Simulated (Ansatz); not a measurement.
# InP (zincblende type): how the settings move a single-point run

Aim: see which settings change the result for InP (zincblende type), by how much, and at what cost.

Program: Ansatz 0.2.0. Level of theory: reference: DFT, PBE, PAW with Ansatz's default frozen-core files, scalar-relativistic. These are calculated values, not measurements.

1 further run of the same task is left out (set aside as unsound or not needed).

## (1) The starting structure

It takes space group F-43m (No. 216, cubic). Conventional cell: a = 5.960 Å, b = 5.960 Å, c = 5.960 Å, α = 90.00°, β = 90.00°, γ = 90.00°. Around In (site symmetry -43m) lie 4 P at 2.58 Å. P (site symmetry -43m) has 4 In at 2.58 Å as nearest neighbours.

As a file:

```
In P
1.0
     0.00000    2.97988    2.97988
     2.97988    0.00000    2.97988
     2.97988    2.97988    0.00000
In P
1 1
Direct
  0.00000 0.00000 0.00000
  0.25000 0.25000 0.25000
```

## (2) Baseline

input.yaml reads:

```yaml
crystal:
  lattice:
    - [0.0, 2.9798790814, 2.9798790814]
    - [2.9798790814, 0.0, 2.9798790814]
    - [2.9798790814, 2.9798790814, 0.0]
  atoms:
    - { symbol: In, position: [0.0, 0.0, 0.0] }
    - { symbol: P, position: [0.25, 0.25, 0.25] }
kpoints:
  mp_grid: { grid: [12, 12, 12] }
scf:
  occupations: { method: fermi_dirac, width: 0.08 }
hamiltonian:
  xc: pbe
  pseudopotentials: { kind: paw }
output:
  forces: true
  stress: true
  eigenvalues: true
  efg: { contact_densities: true }
  write_density: true
  write_potential: true
  elf: true
  volumetric_format: npy
basis:
  ecutwfc: 200
```

Launch:

```
> ansatz run input.yaml --threads 1 --pin off --max-ram 2048MiB --backend cpu --events-out ev --progress --plain --runs-dir out
```

## (3) Variant: xc pbesol

input.yaml, as its differences from that of step 2:

```diff
@@ -13,3 +13,3 @@
 hamiltonian:
-  xc: pbe
+  xc: pbesol
   pseudopotentials: { kind: paw }
@@ -20,6 +20,2 @@
   efg: { contact_densities: true }
-  write_density: true
-  write_potential: true
-  elf: true
-  volumetric_format: npy
 basis:
```

Before running it: what results should come out? Wanted: for each run, ending; energy change; pressure; gap; force.

The runs gave:

```tsv
run	ending	energy change	pressure (GPa)	gap (eV)	force (eV/Å)	cycles	time
reference	converged	-	-1.9	0.54	0.00	7	4.8 s
1: xc pbesol	converged	not comparable	-4.5	0.47	0.00	7	4.3 s
```

Times don't compare one to one where runs were asked for different outputs or read a saved state (see the inputs); cycles may leave out searches for a lower state.

Residual by cycle in the longest SCF loop of each run; runs are numbered as in the table. The quantity is the density residual dr2, in eV.

```tsv
cycle	reference	run 1
1	1.03	1.13
2	0.0633	0.0625
3	0.00895	0.00825
4	9.4e-4	0.00122
5	4.2e-5	4.3e-5
6	1.5e-7	1.2e-7
7	6.5e-9	3.1e-9
```

A change of functional puts the total energy on another scale; the pressure goes from -1.9 to -4.5 GPa and the gap on the mesh goes from 0.54 to 0.47 eV. The cutoff is far under what these potentials recommend, so these values carry a basis error that can be large.
